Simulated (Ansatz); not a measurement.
# GaN: one candidate of a structure search, part 2 of 2

Where does this trial cell of GaN go when cell and atoms are let free?

Ansatz 0.2.0; DFT PBE+D3(BJ), scalar-relativistic, plane waves, PAW. The steps go on from the part before.

**5. Full relaxation**

The end of the coarse run is made exact in the group found at a tolerance of 0.06 Å and reduced to its primitive cell.

Contents of input.yaml:

```yaml
crystal:
  lattice:
    - [3.7204035877, 0.0, 0.0]
    - [0.0, 3.7204035877, 0.0]
    - [0.0, 0.0, 3.51381294]
  atoms:
    - { symbol: Ga, position: [0.5, 0.5, 0.0] }
    - { symbol: Ga, position: [0.0, 0.0, 0.0] }
    - { symbol: "N", position: [0.5, 0.0, 0.7941030763] }
    - { symbol: "N", position: [0.0, 0.5, 0.2058969237] }
basis:
  ecutwfc: 420
kpoints:
  mp_grid: { grid: [10, 10, 10] }
hamiltonian:
  xc: pbe
  dispersion: d3bj
scf:
  occupations: { method: gaussian, width: 0.02 }
output:
  forces: true
  stress: true
  eigenvalues: true
  write_density: true
  write_potential: true
  elf: true
  volumetric_format: npy
relax:
  adjacent_minimum: "off"
  f_tol: 0.01
  max_steps: 80
  cell: { stress_tol: 0.05 }
```

Command:

```sh
> ansatz run input.yaml --threads 1 --pin off --max-ram 2048MiB --backend cpu --events-out ev --progress --plain --runs-dir out
```

The log of the run:

```text
Warning: RAYON_NUM_THREADS=1 ignored (pool sized by the plan → 1); use --threads N
Engine: ansatz 0.2.0, aarch64-unknown-linux-gnu
Pseudopotentials: kind: paw
Pseudopotential: Ga, paw, valence charge 13, recommended cutoff 420 eV (normal), Ga.paw.azcp
Pseudopotential: N, paw, valence charge 5, recommended cutoff 420 eV (normal), N.paw.azcp
Functional definition: PBE
  parameter kappa = 0.804
  parameter beta = 0.06672455060314922
  exchange = pbe_x(kappa = kappa, mu = beta*pi^2/3)
  correlation = pbe_c(beta = beta)
Crystal: 4 atoms, lattice volume = 48.636 Å³
Basis set: ecut = 420 eV, 971 PW (Γ), exchange–correlation on 50×50×48 points (8 copies of the dense FFT grid, shifted against one another)
Bands: 22, of which v1, the nominal top of the filled ones, is band 18 counted from 1 (17 counted from 0)
Symmetry: 16 space group operations
Space group: P4/nmm (ITA 129), of the structure as read, at distance tolerance 3.7e-5 Å
k-points: 126 of 1000
Non-local potential: Ga, projectors of the file, l = 0: 2, l = 1: 2, l = 2: 3, l = 3: 1
Non-local potential: N, projectors of the file, l = 0: 2, l = 1: 2, l = 2: 1
PAW form: soft (Blöchl's): semilocal exchange-correlation on the pseudo side does not see the compensation charge
PAW one-centre angular grid: Ga, 590 points (default); XC on 64 Gauss nodes
PAW one-centre angular grid: N, 110 points (default); XC on 64 Gauss nodes
Initial density: superposition of atomic densities (neutral atoms: chi_scale 0, normalization atom), corrected by the library's trained network
Initial wavefunctions: pseudopotential atomic-orbital guess
Functional: x = pbe(κ = 0.804, μ = 0.2195149727645171), c = pbe(β = 0.06672455060314922)
SCF iter   1: F=—  HF=-8333.783638 eV  |F-HF|=—  |Δ(HF+E_count)|=         —  Δρ=5.70e-3  dr2=7.10e-3  ethr=1.77e-3  ⟨swp⟩=6.0  Hψ=11582  notcnv=0
preconditioner: auto → Resta (q_TF=auto, 2.595 Å⁻¹)  ε∞=5.0  [insulator: Δε(μ)=0.587 eV  Ē_g=16.054 eV  σ=0.020 eV  W_gap=1.00  n_scr=18 (ndim 8)  ℏωp=31.9 eV  f_vac=0.000  D(μ)=0.00/eV (n_scr^D=0)  ε∞_Penn≈5.0]
SCF iter   2: F=—  HF=-8333.782403 eV  |F-HF|=—  |Δ(HF+E_count)|=   1.23e-3  Δρ=2.78e-3  dr2=1.84e-3  ethr=1.97e-5  ⟨swp⟩=2.0  Hψ=4984  notcnv=0
SCF iter   3: F=—  HF=-8333.782018 eV  |F-HF|=—  |Δ(HF+E_count)|=   3.85e-4  Δρ=2.74e-4  dr2=3.88e-5  ethr=5.10e-6  ⟨swp⟩=2.0  Hψ=4336  notcnv=0
SCF iter   4: F=—  HF=-8333.782022 eV  |F-HF|=—  |Δ(HF+E_count)|=   3.84e-6  Δρ=1.27e-4  dr2=6.57e-6  ethr=1.08e-7  ⟨swp⟩=2.0  Hψ=4990  notcnv=0
SCF iter   5: F=—  HF=-8333.782022 eV  |F-HF|=—  |Δ(HF+E_count)|=   2.18e-8  Δρ=5.68e-5  dr2=1.11e-6  ethr=1.83e-8  ⟨swp⟩=2.0  Hψ=5022  notcnv=0
SCF iter   6: F=—  HF=-8333.782021 eV  |F-HF|=—  |Δ(HF+E_count)|=   4.94e-7  Δρ=1.65e-5  dr2=1.10e-7  ethr=3.08e-9  ⟨swp⟩=2.0  Hψ=4939  notcnv=0
SCF iter   7: F=-8333.782022 eV  HF=-8333.782022 eV  |F-HF|=4.80e-9  |Δ(HF+E_count)|=   1.12e-7  Δρ=3.68e-6  dr2=5.67e-9  ethr=2.78e-10  ⟨swp⟩=7.1  Hψ=15968  notcnv=0
SCF 1 converged in 7 iterations: F = -8333.782022 eV  dr2 = 5.67e-9
relax step   1: F+E_penalty+E_count = -8333.78202152 eV  Δ(F+E_penalty+E_count) = +0.000e0 eV  max|allowed force component| = 2.220e-2 eV/Å  Δτ_max = 0.0000 Å  P = +0.061 GPa  Ω = 48.636 Å³  (7 SCF iters, dr2 threshold 1.00e-7 eV, accepted)
Crystal: 4 atoms, lattice volume = 48.406 Å³
Initial density: handed on by an earlier stage of this run
Initial wavefunctions: those handed on with the density
iter 1 solved again at ethr=2.04e-7 eV; its pass at ethr=3.10e-3 eV (dr2=7.35e-5 eV) is discarded
SCF iter   1: F=—  HF=-8333.782863 eV  |F-HF|=—  |Δ(HF+E_count)|=         —  Δρ=6.63e-4  dr2=7.97e-5  ethr=2.04e-7  ⟨swp⟩=2.2  Hψ=14830  notcnv=0
preconditioner: auto → Resta (q_TF=auto, 2.597 Å⁻¹)  ε∞=5.0  [insulator: Δε(μ)=0.502 eV  Ē_g=16.061 eV  σ=0.020 eV  W_gap=1.00  n_scr=18 (ndim 8)  ℏωp=32.0 eV  f_vac=0.000  D(μ)=0.00/eV (n_scr^D=0)  ε∞_Penn≈5.0]
SCF iter   2: F=—  HF=-8333.782854 eV  |F-HF|=—  |Δ(HF+E_count)|=   9.26e-6  Δρ=3.54e-4  dr2=2.73e-5  ethr=2.04e-7  ⟨swp⟩=1.0  Hψ=2772  notcnv=0
SCF iter   3: F=—  HF=-8333.782856 eV  |F-HF|=—  |Δ(HF+E_count)|=   2.17e-6  Δρ=7.26e-5  dr2=1.57e-6  ethr=7.60e-8  ⟨swp⟩=2.0  Hψ=4629  notcnv=0
SCF iter   4: F=—  HF=-8333.782855 eV  |F-HF|=—  |Δ(HF+E_count)|=   1.47e-6  Δρ=3.09e-5  dr2=2.75e-7  ethr=4.37e-9  ⟨swp⟩=2.0  Hψ=4887  notcnv=0
iter 5 did not close the SCF: its close was put off for the readings that it lacked (scf_convergence_deferred on its scf_iter line)
SCF iter   5: F=-8333.782855 eV  HF=-8333.782855 eV  |F-HF|=3.56e-9  |Δ(HF+E_count)|=   1.77e-7  Δρ=6.15e-6  dr2=1.61e-8  ethr=7.64e-10  ⟨swp⟩=2.0  Hψ=3490  notcnv=0
SCF iter   6: F=-8333.782855 eV  HF=-8333.782855 eV  |F-HF|=3.82e-10  |Δ(HF+E_count)|=   8.80e-9  Δρ=1.12e-6  dr2=6.44e-10  ethr=4.46e-11  ⟨swp⟩=5.0  Hψ=16838  notcnv=0
SCF 2 converged in 6 iterations: F = -8333.782855 eV  dr2 = 6.44e-10
relax step   2: F+E_penalty+E_count = -8333.78285487 eV  Δ(F+E_penalty+E_count) = -8.334e-4 eV  max|allowed force component| = 1.959e-2 eV/Å  Δτ_max = 0.0046 Å  P = +0.131 GPa  Ω = 48.406 Å³  energy of the carried Pulay correction = +6.927e-4 eV  (6 SCF iters, dr2 threshold 5.28e-8 eV, accepted)
Crystal: 4 atoms, lattice volume = 48.443 Å³
iter 1 solved again at ethr=4.07e-8 eV; its pass at ethr=3.10e-3 eV (dr2=1.47e-5 eV) is discarded
SCF iter   1: F=—  HF=-8333.782813 eV  |F-HF|=—  |Δ(HF+E_count)|=         —  Δρ=1.87e-4  dr2=1.60e-5  ethr=4.07e-8  ⟨swp⟩=2.1  Hψ=14258  notcnv=0
preconditioner: auto → Resta (q_TF=auto, 2.597 Å⁻¹)  ε∞=5.0  [insulator: Δε(μ)=0.505 eV  Ē_g=16.055 eV  σ=0.020 eV  W_gap=1.00  n_scr=18 (ndim 8)  ℏωp=32.0 eV  f_vac=0.000  D(μ)=0.00/eV (n_scr^D=0)  ε∞_Penn≈5.0]
SCF iter   2: F=—  HF=-8333.782803 eV  |F-HF|=—  |Δ(HF+E_count)|=   9.66e-6  Δρ=8.34e-5  dr2=3.64e-6  ethr=4.07e-8  ⟨swp⟩=2.0  Hψ=3320  notcnv=0
SCF iter   3: F=—  HF=-8333.782802 eV  |F-HF|=—  |Δ(HF+E_count)|=   7.98e-7  Δρ=1.98e-5  dr2=2.18e-7  ethr=1.01e-8  ⟨swp⟩=2.0  Hψ=3423  notcnv=0
SCF iter   4: F=—  HF=-8333.782802 eV  |F-HF|=—  |Δ(HF+E_count)|=   1.88e-9  Δρ=1.13e-5  dr2=4.14e-8  ethr=6.06e-10  ⟨swp⟩=2.0  Hψ=5035  notcnv=0
iter 5 did not close the SCF: its close was put off for the readings that it lacked (scf_convergence_deferred on its scf_iter line)
SCF iter   5: F=-8333.782802 eV  HF=-8333.782802 eV  |F-HF|=2.40e-9  |Δ(HF+E_count)|=   3.65e-8  Δρ=3.31e-6  dr2=3.34e-9  ethr=1.15e-10  ⟨swp⟩=2.0  Hψ=5032  notcnv=0
SCF iter   6: F=-8333.782802 eV  HF=-8333.782802 eV  |F-HF|=1.53e-10  |Δ(HF+E_count)|=   2.84e-9  Δρ=6.93e-7  dr2=1.48e-10  ethr=9.27e-12  ⟨swp⟩=4.5  Hψ=15258  notcnv=0
SCF 3 converged in 6 iterations: F = -8333.782802 eV  dr2 = 1.48e-10
relax step   3: F+E_penalty+E_count = -8333.78280221 eV  Δ(F+E_penalty+E_count) = +5.267e-5 eV  max|allowed force component| = 9.691e-3 eV/Å  Δτ_max = 0.0010 Å  P = +0.047 GPa  Ω = 48.443 Å³  energy of the carried Pulay correction = +5.815e-4 eV  (6 SCF iters, dr2 threshold 7.92e-8 eV, accepted)
Crystal: 4 atoms, lattice volume = 48.436 Å³
iter 1 solved again at ethr=4.12e-8 eV; its pass at ethr=3.10e-3 eV (dr2=1.48e-5 eV) is discarded
SCF iter   1: F=—  HF=-8333.782851 eV  |F-HF|=—  |Δ(HF+E_count)|=         —  Δρ=2.21e-4  dr2=1.56e-5  ethr=4.12e-8  ⟨swp⟩=2.1  Hψ=12381  notcnv=0
preconditioner: auto → Resta (q_TF=auto, 2.597 Å⁻¹)  ε∞=5.0  [insulator: Δε(μ)=0.507 eV  Ē_g=16.055 eV  σ=0.020 eV  W_gap=1.00  n_scr=18 (ndim 8)  ℏωp=32.0 eV  f_vac=0.000  D(μ)=0.00/eV (n_scr^D=0)  ε∞_Penn≈5.0]
SCF iter   2: F=—  HF=-8333.782842 eV  |F-HF|=—  |Δ(HF+E_count)|=   8.72e-6  Δρ=1.07e-4  dr2=3.93e-6  ethr=4.12e-8  ⟨swp⟩=2.0  Hψ=3147  notcnv=0
SCF iter   3: F=—  HF=-8333.782839 eV  |F-HF|=—  |Δ(HF+E_count)|=   3.15e-6  Δρ=1.69e-5  dr2=1.66e-7  ethr=1.09e-8  ⟨swp⟩=2.0  Hψ=3518  notcnv=0
SCF iter   4: F=—  HF=-8333.782839 eV  |F-HF|=—  |Δ(HF+E_count)|=   1.33e-8  Δρ=6.03e-6  dr2=1.25e-8  ethr=4.60e-10  ⟨swp⟩=2.0  Hψ=5011  notcnv=0
iter 5 did not close the SCF: its close was put off for the readings that it lacked (scf_convergence_deferred on its scf_iter line)
SCF iter   5: F=-8333.782839 eV  HF=-8333.782839 eV  |F-HF|=4.47e-10  |Δ(HF+E_count)|=   1.07e-8  Δρ=2.80e-6  dr2=2.12e-9  ethr=3.47e-11  ⟨swp⟩=2.0  Hψ=4973  notcnv=0
SCF iter   6: F=-8333.782839 eV  HF=-8333.782839 eV  |F-HF|=1.13e-10  |Δ(HF+E_count)|=   1.09e-9  Δρ=6.78e-7  dr2=1.72e-10  ethr=5.88e-12  ⟨swp⟩=4.2  Hψ=15004  notcnv=0
SCF 4 converged in 6 iterations: F = -8333.782839 eV  dr2 = 1.72e-10
relax step   4: F+E_penalty+E_count = -8333.78283912 eV  Δ(F+E_penalty+E_count) = -3.691e-5 eV  max|allowed force component| = 2.123e-4 eV/Å  Δτ_max = 0.0018 Å  P = -0.005 GPa  Ω = 48.436 Å³  energy of the carried Pulay correction = +6.012e-4 eV  (6 SCF iters, dr2 threshold 9.25e-9 eV, accepted)
Initial wavefunctions: pseudopotential atomic-orbital guess (no wavefunctions were taken with the density)
iter 1 solved again at ethr=6.84e-8 eV; its pass at ethr=3.10e-3 eV (dr2=2.46e-5 eV) is discarded
SCF iter   1: F=—  HF=-8333.782275 eV  |F-HF|=—  |Δ(HF+E_count)|=         —  Δρ=2.52e-5  dr2=4.70e-8  ethr=6.84e-8  ⟨swp⟩=3.1  Hψ=19447  notcnv=0
preconditioner: auto → Resta (q_TF=auto, 2.597 Å⁻¹)  ε∞=5.0  [insulator: Δε(μ)=0.509 eV  Ē_g=16.055 eV  σ=0.020 eV  W_gap=1.00  n_scr=18 (ndim 8)  ℏωp=32.0 eV  f_vac=0.000  D(μ)=0.00/eV (n_scr^D=0)  ε∞_Penn≈5.0]
SCF iter   2: F=—  HF=-8333.782269 eV  |F-HF|=—  |Δ(HF+E_count)|=   5.44e-6  Δρ=1.42e-5  dr2=1.80e-8  ethr=1.31e-10  ⟨swp⟩=2.0  Hψ=5031  notcnv=0
SCF iter   3: F=—  HF=-8333.782269 eV  |F-HF|=—  |Δ(HF+E_count)|=   5.08e-8  Δρ=3.15e-6  dr2=6.26e-10  ethr=4.99e-11  ⟨swp⟩=2.0  Hψ=5040  notcnv=0
SCF iter   4: F=—  HF=-8333.782269 eV  |F-HF|=—  |Δ(HF+E_count)|=   2.13e-9  Δρ=6.10e-7  dr2=1.28e-10  ethr=1.74e-12  ⟨swp⟩=2.0  Hψ=5045  notcnv=0
iter 5 did not close the SCF: its close was put off for the readings that it lacked (scf_convergence_deferred on its scf_iter line)
SCF iter   5: F=-8333.782269 eV  HF=-8333.782269 eV  |F-HF|=1.27e-11  |Δ(HF+E_count)|=  2.00e-11  Δρ=1.49e-7  dr2=7.28e-12  ethr=1.00e-12  ⟨swp⟩=2.5  Hψ=4881  notcnv=0
SCF iter   6: F=-8333.782269 eV  HF=-8333.782269 eV  |F-HF|=5.46e-12  |Δ(HF+E_count)|=  1.64e-11  Δρ=3.81e-8  dr2=4.32e-13  ethr=1.00e-12  ⟨swp⟩=4.0  Hψ=12769  notcnv=0
SCF 5 converged in 6 iterations: F = -8333.782269 eV  dr2 = 4.32e-13
relax step   5: F+E_penalty+E_count = -8333.78226921 eV  Δ(F+E_penalty+E_count) = +5.699e-4 eV  max|allowed force component| = 1.010e-4 eV/Å  Δτ_max = 0.0000 Å  P = -0.020 GPa  Ω = 48.436 Å³  stress off target by 2.75e-2 GPa  SCF on the basis re-selected at this cell (its energy is not comparable with the rows above)  (6 SCF iters)
basis re-selected at this cell: Δ(F+E_penalty+E_count) = +5.699e-4 eV, ΔP = -0.015 GPa vs the last step (what re-selecting the basis moved, of the pressure what is left beyond the Pulay correction that the steps carried, after the strain that the cell walked since its last selection, with what the two solves' SCF thresholds leave and, on support functions, any second-order correction that the steps lacked; it is no measure of the basis error at this ecutwfc). This SCF's stress stands 2.75e-2 GPa from its target on what of the cell is left free (relax.cell.stress_tol is 5.00e-2 GPa) and its largest allowed force component is 1.01e-4 eV/Å (relax.f_tol is 1.00e-2 eV/Å): within both
SCF converged after 6 iterations
Free energy (F): -8333.782269 eV
Harris-Foulkes:  -8333.782269 eV  (|F-HF|=5.46e-12)
Internal energy: -8333.782269 eV  (E = F + TS)
E sigma→0 (E₀):  -8333.782269 eV
Fermi energy:    9.387351 eV
--- Per-component energies (eV) ---
  E_band       = -52.817086
  E_kinetic    = 491.103386
  E_local      = -4209.300982  (includes V_loc(G=0)·N_el)
  E_nonlocal   = 951.720354
  E_hartree    = 1929.950134
  E_xc         = -255.852428
  E_vxc        = -266.040910  (∫ρ·V_xc dr)
  E_paw        = -4243.600778  (= ΣΔE_a)
  E_vpaw       = -880.199227  (= ΣTr[D̂ρ^β])
  E_aug_tail   = 0.000009  (compensation charges beyond the density's cutoff)
  E_ewald      = -2996.843871
  E_disp       = -0.958094  (pairwise vdW)
  E_smearing   = -0.000000  (= −TS)
  E_closure    = 0.000000  (closes the sum)
  Σ components = -8333.782269   (vs F -8333.782269, Δ=0.00e0)
--- Forces (eV/Å), atoms counted from 1 ---
  atom   1  Ga    -0.00000000     0.00000000    -0.00000000
  atom   2  Ga     0.00000000     0.00000000     0.00000000
  atom   3  N     -0.00000000     0.00000000    -0.00010098
  atom   4  N      0.00000000     0.00000000     0.00010098
  max |Σ_I F_I| component: 3.47e-18 eV/Å
--- Stress (GPa, compression-positive) ---
       -0.016107      -0.000000      -0.000000
       -0.000000      -0.016107       0.000000
       -0.000000       0.000000      -0.027461
  P = ⅓ Tr σ = -0.0199 GPa (-0.199 kbar)
--- Band table (eV; the first three rows and the last of 126) ---
  k-point 0: bands = ["-7.4892", "-6.7964", "-5.5133", "-5.3243", "-5.3243", "-5.0754", "-5.0754", "-5.0626", "-5.0120", "-4.8787", "-4.6571", "-1.6391", "3.9593", "3.9593", "7.2996", "8.0280", "8.0280", "9.0071", "9.6412", "10.2209", "13.4742", "19.2627"]
  k-point 1: bands = ["-7.4583", "-6.7957", "-5.5129", "-5.3282", "-5.3282", "-5.0767", "-5.0767", "-5.0569", "-4.9819", "-4.8786", "-4.6570", "-1.6859", "4.0103", "4.0103", "7.0513", "8.0021", "8.0021", "8.4806", "9.7393", "10.8238", "13.7678", "18.6379"]
  k-point 2: bands = ["-7.3754", "-6.7954", "-5.5118", "-5.3385", "-5.3385", "-5.0801", "-5.0801", "-5.0419", "-4.8943", "-4.8785", "-4.6570", "-1.8224", "4.1503", "4.1503", "6.5250", "7.7184", "7.9254", "7.9254", "10.0282", "11.7456", "14.4125", "17.3024"]
  k-point 125: bands = ["-6.0890", "-6.0890", "-5.5008", "-5.5008", "-5.2192", "-5.2192", "-5.0230", "-5.0230", "-4.9177", "-4.9177", "-3.6940", "-3.6940", "2.3451", "2.3451", "6.0517", "6.0517", "6.2735", "6.2735", "15.6092", "15.6092", "16.9392", "16.9392"]
--- Relaxed structure (4 steps of the walk, 4 accepted, 1 SCFs on fresh bases) ---
  F+E_penalty+E_count = -8333.78226921 eV   max|allowed force component| = 1.010e-4 eV/Å   (the final SCF, on the basis selected at the relaxed cell)
  cell:  # Å, volume = 48.4360 Å³
    - [3.7195096495774895, 3.0671215250164386e-36, 0.0]
    - [3.0671215250164386e-36, 3.7195096495774895, 0.0]
    - [0.0, 0.0, 3.5010388372223424]
  atoms:
    - { symbol: Ga, position: [0.5, 0.5, 1.542771614480845e-20] }
    - { symbol: Ga, position: [3.7915059152461234e-38, 2.5276706101640824e-38, 1.542771614480823e-20] }
    - { symbol: N, position: [0.5, -2.527670610164085e-38, 0.7920006395682789] }
    - { symbol: N, position: [-3.7915059152461275e-38, 0.5, 0.20799936043172124] }
```

It took 35 s on 1 thread of Arm Neoverse V2, shared host; peak memory 0.4 GiB.

Step by step:

```
step  energy from step 1 (eV/cell)  largest force component (eV/Å)  pressure (GPa)  volume (Å³)
   1                        0.0000                          0.0222            0.06        48.64
   2                       -0.0008                          0.0196            0.13        48.41
   3                       -0.0008                          0.0097            0.05        48.44
   4                       -0.0008                          0.0002            0.00        48.44
   5                       -0.0002                          0.0001           -0.02        48.44
```

Step 1 is the start. Step 5 repeats the geometry before it on a plane-wave basis chosen anew for that cell, so its energy need not be comparable with the rows above.

|  | before | after | change |
| --- | --- | --- | --- |
| a (Å) | 3.720 | 3.720 | 0.0 % |
| b (Å) | 3.720 | 3.720 | 0.0 % |
| c (Å) | 3.514 | 3.501 | -0.4 % |
| volume (Å³/atom) | 12.16 | 12.11 | -0.4 % |
| shortest distance (Å) | 1.996 | 1.997 | +0.1 % |
| space group (0.01 Å) | P4/nmm | P4/nmm | same |

The run keeps the 16 symmetry operations of the start, so it could not have lowered the symmetry.

Density in a lattice plane of the grid's cell (edges 3.72 and 3.50 Å, at 0.000 of the third edge), which holds Ga and N.

Values in e/Å³, 12 rows by 12 columns:
```
22.54  9.17  1.29  0.67  1.06  2.03  2.57  2.03  1.06  0.67  1.29  9.17
 2.25  1.32  0.62  0.68  1.54  3.12  3.54  3.12  1.54  0.68  0.62  1.32
 0.46  0.38  0.34  0.55  1.43  3.11  3.70  3.11  1.43  0.55  0.34  0.38
 0.11  0.13  0.18  0.35  0.88  2.02  2.76  2.02  0.88  0.35  0.18  0.13
 0.07  0.07  0.10  0.19  0.40  0.78  1.00  0.78  0.40  0.19  0.10  0.07
 0.07  0.06  0.06  0.09  0.16  0.24  0.29  0.24  0.16  0.09  0.06  0.06
 0.07  0.06  0.06  0.06  0.08  0.10  0.11  0.10  0.08  0.06  0.06  0.06
 0.11  0.11  0.09  0.06  0.06  0.06  0.06  0.06  0.06  0.06  0.09  0.11
 0.46  0.36  0.20  0.11  0.08  0.08  0.07  0.08  0.08  0.11  0.20  0.36
 2.25  1.32  0.49  0.22  0.15  0.14  0.14  0.14  0.15  0.22  0.49  1.32
22.54  9.19  1.23  0.40  0.30  0.34  0.36  0.34  0.30  0.40  1.23  9.19
52.81 20.30  1.95  0.58  0.57  0.82  0.96  0.82  0.57  0.58  1.95 20.30
```
Columns run along the first of these edges and rows up along the second, over one cell in 12 and 12 even steps from the bottom left corner. Atoms in the plane (fractional): Ga at (0.00, 0.00), N at (0.50, 0.79).

ELF in the same plane.

Ten even steps from ' ' (0.02) to '@' (0.89):
```
        ..::--++##%%%%%%%%%%%%%%##++--::..      
      ..::::==##%%%%##**++**##%%%%##==::::..    
........::--**%%%%%%++::..::++%%%%%%**--::......
::::::::::==##%%%%##==..  ..==##%%%%##==::::::::
......::--++##%%@@%%##++==++##%%@@%%##++--::....
......::--++##%%@@@@@@@@@@@@@@@@@@%%##++--::....
    ....::==**##%%@@@@@@@@@@@@@@%%##**==::....  
        ..::==**##%%@@@@@@@@@@%%##**==::..      
          ..::--++##%%%%%%%%%%##++--::..        
              ..::--==++++++==--::..            
                    ..........                  
........                                  ......
............                          ..........
::::::::..................................::::::
......::::......::::::------::::::......::::....
      ....::::::--==++++++++++==--::::::....    
        ..::::--==**##########**==--::::..      
++..    ..::::==**%%%%%%%%%%%%%%**==::::..    ..
```
Columns run along the first of these edges and rows up along the second, over one cell in 24 and 18 even steps from the bottom left corner. Atoms in the plane (fractional): Ga at (0.00, 0.00), N at (0.50, 0.79).

Both are smooth fields of the valence electrons: close to the nuclei they are not physical.

Maxima of ELF outside the ion cores: 0.89 beside N, off the lines to its neighbours, 0.6 Å from N; 0.80 in the shell around N, 0.7 Å from N.

**6. Variant: xc revpbe, ecutwfc left out**

Contents of input.yaml:

```yaml
crystal:
  lattice:
    - [3.7195096496, 0.0, 0.0]
    - [0.0, 3.7195096496, 0.0]
    - [0.0, 0.0, 3.5010388372]
  atoms:
    - { symbol: Ga, position: [0.5, 0.5, 0.0] }
    - { symbol: Ga, position: [0.0, 0.0, 0.0] }
    - { symbol: "N", position: [0.5, 0.0, 0.7920006396] }
    - { symbol: "N", position: [0.0, 0.5, 0.2079993604] }
kpoints:
  mp_grid: { grid: [10, 10, 10] }
hamiltonian:
  xc: revpbe
  dispersion: d3bj
scf:
  occupations: { method: gaussian, width: 0.02 }
output:
  forces: true
  eigenvalues: true
  stress: true
```

Command:

```sh
> ansatz run input.yaml --threads 1 --pin off --max-ram 2048MiB --backend cpu --events-out ev --progress --plain --runs-dir out
```

The log of the run, cut to the lines that bear on the results:

```text
Warning: RAYON_NUM_THREADS=1 ignored (pool sized by the plan → 1); use --threads N
[...]
Pseudopotentials: kind: paw
Pseudopotential: Ga, paw, valence charge 13, recommended cutoff 420 eV (normal), Ga.paw.azcp
Pseudopotential: N, paw, valence charge 5, recommended cutoff 420 eV (normal), N.paw.azcp
Functional definition: revPBE
[...]
Crystal: 4 atoms, lattice volume = 48.436 Å³
[...]
  atom   1  Ga     0.00000000     0.00000000    -0.00000000
  atom   2  Ga     0.00000000     0.00000000     0.00000000
  atom   3  N      0.00000000     0.00000000    -0.11702875
  atom   4  N      0.00000000     0.00000000     0.11702875
[...]
--- Stress (GPa, compression-positive) ---
       -0.047811       0.000000       0.000000
        0.000000      -0.047811       0.000000
        0.000000       0.000000      -1.340562
  P = ⅓ Tr σ = -0.4787 GPa (-4.787 kbar)
--- Band table (eV; the first three rows and the last of 126) ---
[... band rows left out ...]
[...]
```

It took 6.3 s on 1 thread of Arm Neoverse V2, shared host; peak memory 0.38 GiB.

| run | ending | energy change | pressure (GPa) | gap (eV) | force (eV/Å) | cycles | time |
| --- | --- | --- | --- | --- | --- | --- | --- |
| step 5 | converged | - | 0.0 | 0.51 | 0.00 | - | 35 s |
| variant | converged | not comparable | -0.5 | 0.60 | 0.12 | 7 | 6.3 s |

A change of functional puts the total energy on another scale; the pressure goes from 0.0 to -0.5 GPa, the gap on the mesh goes from 0.51 to 0.60 eV and the largest force goes from 0.00 to 0.12 eV/Å.

**7. Summary of results**

This closing draws on all 2 parts. Changes of volume or cell count from the first structure of part 1.

```
                                                              quantity                                                                      value
                                symmetry at the end (tolerance 0.02 Å)                                               space group P4/nmm (No. 129)
                                                     conventional cell  a = 3.720 Å, b = 3.720 Å, c = 3.501 Å, α = 90.00°, β = 90.00°, γ = 90.00°
                                                                volume                                                              12.11 Å³/atom
energy over the elements (uncorrected; H, N, O, F and Cl as molecules)                                                              +0.22 eV/atom
                                                       gap on the mesh                                                                    0.51 eV
```

In words: The space group P4/nmm (No. 129) is kept, and the volume per atom shrinks by 22.7 % from the first guess. With a positive formation energy it can't be a ground state. No finished test with a distortion of lower symmetry is shown, so the end may be a saddle point.
